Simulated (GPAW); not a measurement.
# Conductance along a series: segments of Na in a Bi chain, part 2 of 2

Aim: how the conductance and the thermopower change along a series of junctions, segments of Na in a Bi chain.

GPAW 26.7.0; GPAW LCAO, PAW setups; Landauer transmission from Green's functions with principal layers (ASE), zero bias.

So far, transmission at the Fermi level (one spin): step 2 (member of the series, foreign atoms 1) 0.269; step 3 (10 atoms, foreign atoms 2) 0.988; step 4 (11 atoms, foreign atoms 3) 0.240; step 5 (12 atoms, foreign atoms 4) 0.976; step 6 (13 atoms, foreign atoms 5) 0.225.

**7. Member of the series, 14 atoms: segment atoms = 6 (continued)**

One spin. Table of transmission, zone mean by energy, zero at the Fermi level:

```tsv
energy (eV)	transmission, zone mean
-3.0000	6.6e-8
-2.7750	8.2e-8
-2.4750	1.3e-7
-2.2500	2.0e-7
-2.0250	3.6e-7
-1.7250	9.1e-7
-1.5000	1.9e-6
-1.2750	1.7e-5
-0.9750	2.0e-5
-0.7500	0.0529
-0.5250	0.242
-0.4500	0.991
-0.2250	0.185
0.0000	0.967
0.2250	0.282
0.5250	0.473
0.6750	0.995
0.7500	0.835
0.9750	0.318
1.2750	0.414
1.5000	0.997
1.7250	0.376
2.0250	0.143
2.2500	0.131
2.4750	0.183
2.7750	0.457
3.0000	0.834
```

The conductance, 0.792 G₀, lies 232 % above that of the member before.

**8. The series together**

Times are for 1 thread of Intel Xeon Platinum 8375C at 2.90GHz (Ice Lake), shared host. The series side by side:

```tsv
no.	foreign atoms	conductance (G₀)	time	memory (GiB)
1	1	0.2689	32 s	0.9
2	2	0.9500	41 s	0.99
3	3	0.2463	48 s	1.1
4	4	0.8698	54 s	1.2
5	5	0.2385	57 s	1.3
6	6	0.7923	79 s	1.4
```

The runs together. Table of transmission, zone mean by energy, zero at the Fermi level:

```tsv
energy (eV)	1	2	3	4	5	6
-3.0000	0.0145	1.1e-4	2.7e-7	8.2e-8	1.2e-7	6.6e-8
-2.7750	0.0198	2.0e-4	9.5e-7	7.2e-8	1.5e-7	8.2e-8
-2.4750	0.0273	4.0e-4	3.5e-6	4.9e-8	2.1e-7	1.3e-7
-2.2500	0.0335	6.6e-4	8.3e-6	2.1e-8	2.9e-7	2.0e-7
-2.0250	0.0404	0.00110	2.0e-5	0	4.3e-7	3.6e-7
-1.7250	0.0513	0.00223	6.4e-5	3.8e-7	7.4e-7	9.1e-7
-1.5000	0.0611	0.00393	1.7e-4	3.5e-6	8.7e-7	1.9e-6
-1.2750	0.0800	0.00766	7.1e-4	1.1e-4	3.1e-5	1.7e-5
-0.9750	0.107	0.0186	0.00305	6.7e-4	1.1e-4	2.0e-5
-0.7500	0.131	0.0405	0.0143	0.0120	0.0140	0.0529
-0.5250	0.162	0.102	0.152	0.544	0.105	0.242
-0.2250	0.221	0.453	0.438	0.242	0.736	0.185
0.0000	0.269	0.988	0.240	0.976	0.225	0.967
0.2250	0.309	0.728	0.295	0.416	0.438	0.282
0.5250	0.353	0.404	0.705	0.252	0.648	0.473
0.7500	0.392	0.319	0.987	0.365	0.299	0.835
0.9750	0.437	0.289	0.625	0.782	0.324	0.318
1.2750	0.506	0.296	0.342	0.705	0.906	0.414
1.5000	0.556	0.329	0.276	0.355	0.632	0.997
1.7250	0.599	0.386	0.264	0.242	0.268	0.376
2.0250	0.702	0.516	0.305	0.224	0.170	0.143
2.2500	0.790	0.663	0.387	0.277	0.183	0.131
2.4750	0.872	0.838	0.529	0.412	0.259	0.183
2.7750	0.957	0.996	0.808	0.785	0.558	0.457
3.0000	0.992	0.952	0.970	0.994	0.884	0.834
```

The runs together. The current through one cell, from the zero-bias transmission by bias:

```tsv
bias (V)	1 (μA)	2 (μA)	3 (μA)	4 (μA)	5 (μA)	6 (μA)
0.100	2.08	7.29	1.92	6.57	1.88	5.89
0.200	4.16	14.2	3.92	12.3	3.95	10.7
0.500	10.4	30.4	11.6	23.0	14.2	18.6
1.000	20.4	45.3	32.4	33.1	37.6	32.2
1.500	30.5	53.7	50.7	43.9	50.3	49.3
2.000	40.8	60.1	66.2	55.1	56.4	59.1
```

**9. A varied run**

One more run, with changed settings.

System of this step: 2 Na atoms in a Bi chain. The cell holds 10 atoms: 8 Bi and 2 Na. Cell: a = 9.000 Å, b = 9.000 Å, c = 29.604 Å, α = 90.0°, β = 90.0°, γ = 90.0°. Regions: left lead, 4 atoms (4 Bi); channel, 2 atoms (2 Na); right lead, 4 atoms (4 Bi). Vacuum lies along a and b. The structure is stacked along c, and the current runs across the ab planes.

The input, run.py:

```python
import json
import numpy as np
from ase import Atoms
from ase.transport.calculators import TransportCalculator
from gpaw import GPAW, FermiDirac
from gpaw.lcao.tools import get_lcao_hamiltonian
from scipy.linalg import eigh

# The junction with lead layers at both ends, along the third cell vector
device = Atoms(
    ['Bi', 'Bi', 'Bi', 'Bi', 'Na', 'Na', 'Bi', 'Bi', 'Bi', 'Bi'],
    positions=[
        [4.50000, 4.50000, 1.45000],
        [4.50000, 4.50000, 4.35000],
        [4.50000, 4.50000, 7.25000],
        [4.50000, 4.50000, 10.15000],
        [4.50000, 4.50000, 13.15190],
        [4.50000, 4.50000, 16.45190],
        [4.50000, 4.50000, 19.45380],
        [4.50000, 4.50000, 22.35380],
        [4.50000, 4.50000, 25.25380],
        [4.50000, 4.50000, 28.15380]],
    cell=[[9.0, 0.0, 0.0], [0.0, 9.0, 0.0], [0.0, 0.0, 29.6038]],
    pbc=True)

# One principal layer of the lead: the first 2 atoms of the device
lead = Atoms(
    ['Bi', 'Bi'],
    positions=[
        [4.50000, 4.50000, 1.45000],
        [4.50000, 4.50000, 4.35000]],
    cell=[[9.0, 0.0, 0.0], [0.0, 9.0, 0.0], [0.0, 0.0, 5.8]],
    pbc=True)

settings = dict(mode='lcao', basis='dzp', xc='PBE0', h=0.2,
                occupations=FermiDirac(0.1), maxiter=60,
                mixer=dict(beta=0.1, nmaxold=8, weight=100.0),
                convergence=dict(density=0.0001))
energies = np.arange(-3, 3 + 1e-9, 0.075)
eta = 0.0001
n1, n2 = 1, 1
# k and -k transmit alike, so half of the mesh across the current serves
mesh = [(i, j) for i in range(n1) for j in range(n2) if (i, j) <= (-i % n1, -j % n2)]
weights = np.array([1 if (i, j) == (-i % n1, -j % n2) else 2 for i, j in mesh]) / (n1 * n2)

# [... helper functions left out ...]
fermi_lead = ground_state(lead, (1, 1, 19), 'lead.txt')
fermi_device = ground_state(device, (1, 1, 3), 'device.txt')
# [... loop over the mesh left out, but for ...]
        # Shift the lead onto the potential of the device's first layer
        shift = ((H[:, 0, 0] - H0[:, 0, 0]) / S0[0, 0]).real.mean()
# [...]
kT = 8.617333e-5 * 300
bias = [0.1, 0.2, 0.5, 1.0, 1.5, 2.0]
# [... integrals and printing left out ...]
```

The run is started by

```console
OMP_NUM_THREADS=1 OPENBLAS_NUM_THREADS=1 python run.py
```

The job ended after 0.88 s (1 thread of Intel Xeon Platinum 8375C at 2.90GHz (Ice Lake), shared host; peak memory 0.14 GiB).

The input was rejected at the start.

The fault put into the input: an unknown or unserved functional (xc = "PBE0").

**10. Summary of results**

```
conductance, first and last member : 0.269 and 0.792 G₀
largest and smallest               : 0.950 and 0.238 G₀
```

As the number of foreign atoms goes from 1 to 6, the conductance goes from 0.269 to 0.792 G₀. The conductance alternates from one member to the next. The geometry was built from estimated bond lengths and not relaxed, so the numbers describe this model structure. The run had no spin polarisation, so a magnetic state, which chains and small molecules with open shells often have, wasn't tested. Spin-orbit coupling is left out, which matters for the heavy atoms here. An evenly spaced straight chain is an idealisation: free chains tend to dimerise, zigzag or, where a band edge lies near the Fermi level, turn magnetic. The currents use the zero-bias T(E) throughout, which holds only while the bias is small against the distance to the nearest feature. The energy step is wider than the thermal energy, so the conductance and thermopower rest on interpolation of T(E). Within about eight thermal energies of the Fermi level ln T(E) bends sharply from one computed energy to the next, or the lead's channel count changes, so the thermal averages, above all the thermopower, rest on an interpolation that may be rough.

[Logs are printed without paths, hosts, clocks, repeated set-up lines and the standing remarks that a program may print on its own settings, such as how far it seeks lower states.]

[Hosts, paths, dates, database ids (printed as entryN), source tags and the programs' standing remarks are cut or masked in the printed files.]
